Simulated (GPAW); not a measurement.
# Pt (Im-3m) in GPAW: further runs

The runs below take Pt through relaxation of cell and atoms, with PBEsol.

Program: GPAW 26.7.0. These are calculated values, not measurements. Logs are shortened: lines on timing, memory, paths and dates and some standing lists are left out, and cuts for length are marked. The log counts tension as positive stress, the text compression.

## (1) The structure

It takes space group Im-3m (No. 229, cubic). Conventional cell: a = 3.168 Å, b = 3.168 Å, c = 3.168 Å, α = 90.00°, β = 90.00°, γ = 90.00°. Pt (site symmetry m-3m) is surrounded by 8 Pt at 2.74 Å.

This isn't the form of Pt at room conditions, which is fcc.

## (2) Relaxation of cell and atoms, PBEsol, target pressure 2 GPa, at which the enthalpy is minimised

run.py reads:

```python
from ase import Atoms
from ase.filters import FrechetCellFilter
from ase.io import write
from ase.optimize import BFGS
from ase.units import GPa
from gpaw import GPAW, PW, setup_paths

setup_paths.insert(0, '.')

atoms = Atoms(['Pt'],
              cell=[[-1.58422, 1.58422, 1.58422],
                    [1.58422, -1.58422, 1.58422],
                    [1.58422, 1.58422, -1.58422]],
              scaled_positions=[[0.0, 0.0, 0.0]],
              pbc=True)

calc = GPAW(mode=PW(600),
            xc='PBEsol',
            kpts={'size': (12, 12, 12), 'gamma': True},
            occupations={'name': 'fermi-dirac', 'width': 0.05},
            nbands=17,
            convergence={'density': 1e-05, 'forces': 0.0001},
            maxiter=150,
            txt='gpaw.txt')
atoms.calc = calc
opt = BFGS(FrechetCellFilter(atoms, scalar_pressure=2 * GPa), trajectory='relax.traj', logfile='-')
done = opt.run(fmax=0.02, steps=60)
calc.write('gs.gpw')
write('result.traj', atoms)
print('Converged:', done)
print('Cell:', atoms.cell.cellpar().round(4))
print('Volume:', round(atoms.get_volume(), 4))
print(atoms.get_scaled_positions().round(5))
```

Potentials or basis: PAW data sets generated in the run's folder for this functional, pw.

Command:

```sh
> gpaw-setup -f PBEsol Pt
> OMP_NUM_THREADS=1 python run.py
```

gpaw.txt:

```text
__  _  _
 | _ |_)|_||  |
 |__||  | ||/\| - 26.7.0

Input parameters:
  mode=PW(ecut=600.0),
  convergence={'density': 1e-05, 'forces': 0.0001},
  kpts=MonkhorstPack(size=(12, 12, 12), gamma=True),
  maxiter=150,
  nbands=17,
  occupations=Occupations(name='fermi-dirac', width=0.05),
  xc=XC(name='PBEsol')

Diagonalizing LCAO Hamiltonian
Converting LCAO to pw mode

       Pt

Atoms  # Å, Bohr magnetons
|   | symbol |        x |        y |        z |    initial magnetic moments |
|---|--------|----------|----------|----------|-----------------------------|
| 0 |     Pt | 0.000000 | 0.000000 | 0.000000 | ( 0.0000,  0.0000,  0.0000) |

Unit cell  # Å
| periodic |         x |         y |         z |  lengths |     angles |
|----------|-----------|-----------|-----------|----------|------------|
|      yes | -1.584220 |  1.584220 |  1.584220 | 2.743950 | 109.471221 |
|      yes |  1.584220 | -1.584220 |  1.584220 | 2.743950 | 109.471221 |
|      yes |  1.584220 |  1.584220 | -1.584220 | 2.743950 | 109.471221 |
[... 163 lines left out ...]
SCF iterations
|iter     | |      energy | eigst |  dens |force |
|---------|-|-------------|-------|-------|------|
|iter:   1| |   -7.644550 | +0.03 |       |      |
|iter:   2| |   -7.548308 | -2.97 | -1.18 |      |
|iter:   3| |   -7.184788 | -2.24 | -1.23 |      |
|iter:   4| |   -7.182126 | -3.84 | -2.26 |      |
|iter:   5| |   -7.181537c| -3.61 | -2.50 |      |
|iter:   6| |   -7.181556c| -5.88 | -3.61 |      |
|iter:   7| |   -7.181562c| -6.13 | -3.81 |      |
|iter:   8| |   -7.181562c| -7.48c| -4.93 |      |
|iter:   9| |   -7.181563c| -8.00c| -5.41c|      |
|iter:  10| |   -7.181563c| -8.76c| -6.44c|-23.42c|

Converged in 10 steps
Energy contributions relative to reference atoms: (reference = -500235.591001)
[... 37 lines left out ...]
No gap
No difference between direct/indirect transitions

Stress tensor  # eV/Ang^3
|         x |         y |        z |
|-----------|-----------|----------|
|  0.071614 | -0.000000 | 0.000000 |
| -0.000000 |  0.071614 | 0.000000 |
|  0.000000 |  0.000000 | 0.071614 |

Forces  # eV/Ang
|       x |        y |       z |
|---------|----------|---------|
| 0.00000 | -0.00000 | 0.00000 |  # Pt   0

Interpolating wave functions to new cell

       Pt

Atoms  # Å, Bohr magnetons
|   | symbol |        x |         y |        z |    initial magnetic moments |
|---|--------|----------|-----------|----------|-----------------------------|
| 0 |     Pt | 0.000000 | -0.000000 | 0.000000 | ( 0.0000,  0.0000,  0.0000) |

Unit cell  # Å
| periodic |         x |         y |         z |  lengths |     angles |
|----------|-----------|-----------|-----------|----------|------------|
|      yes | -1.554238 |  1.554238 |  1.554238 | 2.692019 | 109.471221 |
|      yes |  1.554238 | -1.554238 |  1.554238 | 2.692019 | 109.471221 |
|      yes |  1.554238 |  1.554238 | -1.554238 | 2.692019 | 109.471221 |
[... 215 lines left out ...]
No gap
No difference between direct/indirect transitions

Stress tensor  # eV/Ang^3
|         x |         y |         z |
|-----------|-----------|-----------|
| -0.017205 | -0.000000 | -0.000000 |
| -0.000000 | -0.017205 |  0.000000 |
| -0.000000 |  0.000000 | -0.017205 |

Forces  # eV/Ang
|       x |        y |       z |
|---------|----------|---------|
| 0.00000 | -0.00000 | 0.00000 |  # Pt   0

Interpolating wave functions to new cell

       Pt

Atoms  # Å, Bohr magnetons
|   | symbol |        x |        y |         z |    initial magnetic moments |
|---|--------|----------|----------|-----------|-----------------------------|
| 0 |     Pt | 0.000000 | 0.000000 | -0.000000 | ( 0.0000,  0.0000,  0.0000) |

Unit cell  # Å
| periodic |         x |         y |         z |  lengths |     angles |
|----------|-----------|-----------|-----------|----------|------------|
|      yes | -1.555734 |  1.555734 |  1.555734 | 2.694610 | 109.471221 |
|      yes |  1.555734 | -1.555734 |  1.555734 | 2.694610 | 109.471221 |
|      yes |  1.555734 |  1.555734 | -1.555734 | 2.694610 | 109.471221 |
[... 163 lines left out ...]
SCF iterations
|iter     | |      energy | eigst |  dens |force |
|---------|-|-------------|-------|-------|------|
|iter:   1| |   -7.209209 | -3.39 |       |      |
|iter:   2| |   -7.209134 | -6.67 | -2.73 |      |
|iter:   3| |   -7.208881c| -5.43 | -2.79 |      |
|iter:   4| |   -7.208891c| -6.59 | -3.64 |      |
|iter:   5| |   -7.208896c| -6.37 | -3.95 |      |
|iter:   6| |   -7.208896c| -7.91c| -4.95 |      |
|iter:   7| |   -7.208896c| -8.13c| -5.25c|      |
|iter:   8| |   -7.208896c| -8.85c| -6.84c|-24.52c|

Converged in 8 steps
Energy contributions relative to reference atoms: (reference = -500235.591001)
[... 37 lines left out ...]
No gap
No difference between direct/indirect transitions

Stress tensor  # eV/Ang^3
|         x |         y |         z |
|-----------|-----------|-----------|
| -0.012047 | -0.000000 |  0.000000 |
| -0.000000 | -0.012047 | -0.000000 |
|  0.000000 | -0.000000 | -0.012047 |

Forces  # eV/Ang
|       x |       y |       z |
|---------|---------|---------|
| 0.00000 | 0.00000 | 0.00000 |  # Pt   0

# Writing to gs.gpw (mode='')
```

Wall time 29 s (1 thread of Arm Neoverse V2, shared host); peak memory 0.17 GiB.

What came out:

```yaml
Free_energy: -7.2117 eV
Relaxed_volume: 15.06 Å³/atom
Relaxed_cell: a = 2.695 Å, b = 2.695 Å, c = 2.695 Å, α = 109.47°, β = 109.47°, γ = 109.47°
Space_group_after_relaxing_to_0.05_Å: Im-3m (No. 229)
Energy_change_on_relaxing_the_enthalpy_is_what_falls: -27.3 meV/atom
Ionic_steps: 3
Pressure_after_relaxing: 1.9 GPa
Band_gap_on_the_k_mesh: none (metal or under the smearing width)
```

The path:
```tsv
step	energy change (eV)	largest force (eV/Å)	pressure (GPa)	volume (Å³)
1	0.0000	0.0000	-11.47	15.90
2	-0.0267	0.0000	2.76	15.02
3	-0.0273	0.0000	1.93	15.06
```

Final structure:
```xyz
1
Lattice="-1.5557 1.5557 1.5557 1.5557 -1.5557 1.5557 1.5557 1.5557 -1.5557" Properties=species:S:1:pos:R:3 pbc="T T T"
Pt    0.0000    0.0000    0.0000
```

Caveat: later steps reuse the first step's grids. Spin-orbit coupling is left out, which matters for the levels of Pt.

## (3) Relaxation of cell and atoms, PBEsol, target pressure 5 GPa, at which the enthalpy is minimised

run.py: that of step 2 with these lines changed.

```diff
@@ -25,3 +25,3 @@
 atoms.calc = calc
-opt = BFGS(FrechetCellFilter(atoms, scalar_pressure=2 * GPa), trajectory='relax.traj', logfile='-')
+opt = BFGS(FrechetCellFilter(atoms, scalar_pressure=5 * GPa), trajectory='relax.traj', logfile='-')
 done = opt.run(fmax=0.02, steps=60)
```

Potentials or basis: PAW data sets generated in the run's folder for this functional, pw.

Command:

```sh
> gpaw-setup -f PBEsol Pt
> OMP_NUM_THREADS=1 python run.py
```

gpaw.txt:

```text
__  _  _
 | _ |_)|_||  |
 |__||  | ||/\| - 26.7.0

Input parameters:
  mode=PW(ecut=600.0),
  convergence={'density': 1e-05, 'forces': 0.0001},
  kpts=MonkhorstPack(size=(12, 12, 12), gamma=True),
  maxiter=150,
  nbands=17,
  occupations=Occupations(name='fermi-dirac', width=0.05),
  xc=XC(name='PBEsol')

Diagonalizing LCAO Hamiltonian
Converting LCAO to pw mode

       Pt

Atoms  # Å, Bohr magnetons
|   | symbol |        x |        y |        z |    initial magnetic moments |
|---|--------|----------|----------|----------|-----------------------------|
| 0 |     Pt | 0.000000 | 0.000000 | 0.000000 | ( 0.0000,  0.0000,  0.0000) |

Unit cell  # Å
| periodic |         x |         y |         z |  lengths |     angles |
|----------|-----------|-----------|-----------|----------|------------|
|      yes | -1.584220 |  1.584220 |  1.584220 | 2.743950 | 109.471221 |
|      yes |  1.584220 | -1.584220 |  1.584220 | 2.743950 | 109.471221 |
|      yes |  1.584220 |  1.584220 | -1.584220 | 2.743950 | 109.471221 |

Number of symmetries: 48
Symmetry operations  # r_c * U_cc + t_c -> r_c
|    | kind |            matrix            |
|----|------|------------------------------|
|  0 |  σ   |  1, 1, 1,  0, 0,-1,  0,-1, 0 |
|  1 |  C4  |  1, 1, 1,  0, 0,-1, -1, 0, 0 |
|  2 |  C2  |  1, 1, 1,  0,-1, 0,  0, 0,-1 |
|  3 |  S6  |  1, 1, 1,  0,-1, 0, -1, 0, 0 |
|  4 |  S6  |  1, 1, 1, -1, 0, 0,  0, 0,-1 |
|  5 |  C4  |  1, 1, 1, -1, 0, 0,  0,-1, 0 |
|  6 |  E   |  1, 0, 0,  0, 1, 0,  0, 0, 1 |
|  7 |  σ   |  1, 0, 0,  0, 1, 0, -1,-1,-1 |
|  8 |  σ   |  1, 0, 0,  0, 0, 1,  0, 1, 0 |
[... 189 lines left out ...]
|          5 |         7.306 |     2.000 |
[... 9 lines left out ...]
|         15 |        38.693 |     0.000 |
|         16 |        38.693 |     0.000 |

No gap
No difference between direct/indirect transitions

Stress tensor  # eV/Ang^3
|         x |         y |        z |
|-----------|-----------|----------|
|  0.071614 | -0.000000 | 0.000000 |
| -0.000000 |  0.071614 | 0.000000 |
|  0.000000 |  0.000000 | 0.071614 |

Forces  # eV/Ang
|       x |        y |       z |
|---------|----------|---------|
| 0.00000 | -0.00000 | 0.00000 |  # Pt   0

Interpolating wave functions to new cell

       Pt

Atoms  # Å, Bohr magnetons
|   | symbol |        x |         y |        z |    initial magnetic moments |
|---|--------|----------|-----------|----------|-----------------------------|
| 0 |     Pt | 0.000000 | -0.000000 | 0.000000 | ( 0.0000,  0.0000,  0.0000) |

Unit cell  # Å
| periodic |         x |         y |         z |  lengths |     angles |
|----------|-----------|-----------|-----------|----------|------------|
|      yes | -1.547640 |  1.547640 |  1.547640 | 2.680591 | 109.471221 |
|      yes |  1.547640 | -1.547640 |  1.547640 | 2.680591 | 109.471221 |
|      yes |  1.547640 |  1.547640 | -1.547640 | 2.680591 | 109.471221 |

Number of symmetries: 48
Symmetry operations  # r_c * U_cc + t_c -> r_c
|    | kind |            matrix            |
|----|------|------------------------------|
|  0 |  σ   |  1, 1, 1,  0, 0,-1,  0,-1, 0 |
|  1 |  C4  |  1, 1, 1,  0, 0,-1, -1, 0, 0 |
|  2 |  C2  |  1, 1, 1,  0,-1, 0,  0, 0,-1 |
|  3 |  S6  |  1, 1, 1,  0,-1, 0, -1, 0, 0 |
|  4 |  S6  |  1, 1, 1, -1, 0, 0,  0, 0,-1 |
|  5 |  C4  |  1, 1, 1, -1, 0, 0,  0,-1, 0 |
|  6 |  E   |  1, 0, 0,  0, 1, 0,  0, 0, 1 |
|  7 |  σ   |  1, 0, 0,  0, 1, 0, -1,-1,-1 |
|  8 |  σ   |  1, 0, 0,  0, 0, 1,  0, 1, 0 |
[... 188 lines left out ...]
|          5 |         8.254 |     2.000 |
[... 9 lines left out ...]
|         15 |        41.606 |     0.000 |
|         16 |        41.606 |     0.000 |

No gap
No difference between direct/indirect transitions

Stress tensor  # eV/Ang^3
|         x |         y |         z |
|-----------|-----------|-----------|
| -0.040954 | -0.000000 | -0.000000 |
| -0.000000 | -0.040954 |  0.000000 |
| -0.000000 |  0.000000 | -0.040954 |

Forces  # eV/Ang
|        x |       y |       z |
|----------|---------|---------|
| -0.00000 | 0.00000 | 0.00000 |  # Pt   0

Interpolating wave functions to new cell

       Pt

Atoms  # Å, Bohr magnetons
|   | symbol |        x |         y |        z |    initial magnetic moments |
|---|--------|----------|-----------|----------|-----------------------------|
| 0 |     Pt | 0.000000 | -0.000000 | 0.000000 | ( 0.0000,  0.0000,  0.0000) |

Unit cell  # Å
| periodic |         x |         y |         z |  lengths |     angles |
|----------|-----------|-----------|-----------|----------|------------|
|      yes | -1.550578 |  1.550578 |  1.550578 | 2.685680 | 109.471221 |
|      yes |  1.550578 | -1.550578 |  1.550578 | 2.685680 | 109.471221 |
|      yes |  1.550578 |  1.550578 | -1.550578 | 2.685680 | 109.471221 |

Number of symmetries: 48
Symmetry operations  # r_c * U_cc + t_c -> r_c
|    | kind |            matrix            |
|----|------|------------------------------|
|  0 |  σ   |  1, 1, 1,  0, 0,-1,  0,-1, 0 |
|  1 |  C4  |  1, 1, 1,  0, 0,-1, -1, 0, 0 |
|  2 |  C2  |  1, 1, 1,  0,-1, 0,  0, 0,-1 |
|  3 |  S6  |  1, 1, 1,  0,-1, 0, -1, 0, 0 |
|  4 |  S6  |  1, 1, 1, -1, 0, 0,  0, 0,-1 |
|  5 |  C4  |  1, 1, 1, -1, 0, 0,  0,-1, 0 |
|  6 |  E   |  1, 0, 0,  0, 1, 0,  0, 0, 1 |
|  7 |  σ   |  1, 0, 0,  0, 1, 0, -1,-1,-1 |
|  8 |  σ   |  1, 0, 0,  0, 0, 1,  0, 1, 0 |
[... 188 lines left out ...]
|          5 |         8.175 |     2.000 |
[... 9 lines left out ...]
|         15 |        41.363 |     0.000 |
|         16 |        41.363 |     0.000 |

No gap
No difference between direct/indirect transitions

Stress tensor  # eV/Ang^3
|         x |         y |         z |
|-----------|-----------|-----------|
| -0.030170 |  0.000000 | -0.000000 |
|  0.000000 | -0.030170 |  0.000000 |
| -0.000000 |  0.000000 | -0.030170 |

Forces  # eV/Ang
|        x |       y |       z |
|----------|---------|---------|
| -0.00000 | 0.00000 | 0.00000 |  # Pt   0

# Writing to gs.gpw (mode='')
```

Run time: 30 s. Hardware: 1 thread of Arm Neoverse V2, shared host; peak memory 0.17 GiB.

What came out:

| Item | Value |
| --- | --- |
| Free energy | -7.2085 eV |
| Relaxed volume | 14.91 Å³/atom |
| Relaxed cell | a = 2.686 Å, b = 2.686 Å, c = 2.686 Å, α = 109.47°, β = 109.47°, γ = 109.47° |
| Space group after relaxing (to 0.05 Å) | Im-3m (No. 229) |
| Energy change on relaxing (the enthalpy is what falls) | -24.2 meV/atom |
| Ionic steps | 3 |
| Pressure after relaxing | 4.8 GPa |
| Band gap on the k mesh | none (metal or under the smearing width) |

Step by step:
```csv
step,energy change (eV),largest force (eV/Å),pressure (GPa),volume (Å³)
1,0.0000,0.0000,-11.47,15.90
2,-0.0212,0.0000,6.56,14.83
3,-0.0242,0.0000,4.83,14.91
```

Final structure:
```
CELL_PARAMETERS angstrom
-1.55058 1.55058 1.55058
1.55058 -1.55058 1.55058
1.55058 1.55058 -1.55058
ATOMIC_POSITIONS crystal
Pt 0.00000 0.00000 0.00000
```

Caveat: later steps reuse the first step's grids.

## (4) Relaxation of cell and atoms, PBEsol, target pressure 10 GPa, at which the enthalpy is minimised

run.py: that of step 3 with these lines changed.

```diff
@@ -25,3 +25,3 @@
 atoms.calc = calc
-opt = BFGS(FrechetCellFilter(atoms, scalar_pressure=5 * GPa), trajectory='relax.traj', logfile='-')
+opt = BFGS(FrechetCellFilter(atoms, scalar_pressure=10 * GPa), trajectory='relax.traj', logfile='-')
 done = opt.run(fmax=0.02, steps=60)
```

Command:

```sh
> gpaw-setup -f PBEsol Pt
> OMP_NUM_THREADS=1 python run.py
```

Wall time 36 s (1 thread of Arm Neoverse V2, shared host); peak memory 0.18 GiB.

The run converged. Its results:

- Free energy: -7.1972 eV
- Relaxed volume: 14.67 Å³/atom
- Relaxed cell: a = 2.671 Å, b = 2.671 Å, c = 2.671 Å, α = 109.47°, β = 109.47°, γ = 109.47°
- Space group after relaxing (to 0.05 Å): Im-3m (No. 229)
- Energy change on relaxing (the enthalpy is what falls): -13.0 meV/atom
- Ionic steps: 4
- Pressure after relaxing: 10.0 GPa
- Band gap on the k mesh: none (metal or under the smearing width)

The path:
| step | energy change (eV) | largest force (eV/Å) | pressure (GPa) | volume (Å³) |
| --- | --- | --- | --- | --- |
| 1 | 0.0000 | 0.0000 | -11.47 | 15.90 |
| 2 | -0.0018 | 0.0000 | 13.47 | 14.52 |
| 3 | -0.0141 | 0.0000 | 9.57 | 14.69 |
| 4 | -0.0130 | 0.0000 | 9.99 | 14.67 |

Final structure:
```
CELL_PARAMETERS angstrom
-1.54205 1.54205 1.54205
1.54205 -1.54205 1.54205
1.54205 1.54205 -1.54205
ATOMIC_POSITIONS crystal
Pt 0.00000 0.00000 0.00000
```

Levels at points of the mesh, in eV from the Fermi level:
```
           k point  band 6  band 7  band 8  band 9  band 10  band 11
(0.00, 0.00, 0.00)   -3.79   -3.79   -1.04   -1.04    17.64    17.64
(0.50, 0.50, 0.00)   -1.22   -0.65    0.11    1.30     7.11    13.57
(0.50, 0.50, 0.50)    0.69    0.69    0.69    8.00     8.00     8.00
```

Caveat: later steps reuse the first step's grids. The run has no spin-orbit coupling, so splittings on Pt are missing.

## (5) Overview

| cell | target pressure | gap on the mesh (eV) | pressure (GPa) |
| --- | --- | --- | --- |
| relaxed to 2 GPa | 2 GPa | none | 1.9 |
| relaxed to 5 GPa | 5 GPa | none | 4.8 |
| relaxed to 10 GPa | 10 GPa | none | 10.0 |

Alike in all rows: task relaxation of cell and atoms; level PBEsol; potentials or basis PAW data sets generated in the run's folder for this functional, pw; no spin polarisation; k mesh 12 × 12 × 12; cutoff (eV) 600; smearing fermi-dirac 0.05 eV.

Caveats: later steps reuse the first step's grids.

Total energies depend on the potentials used, so only differences within one code and one set of settings carry meaning.
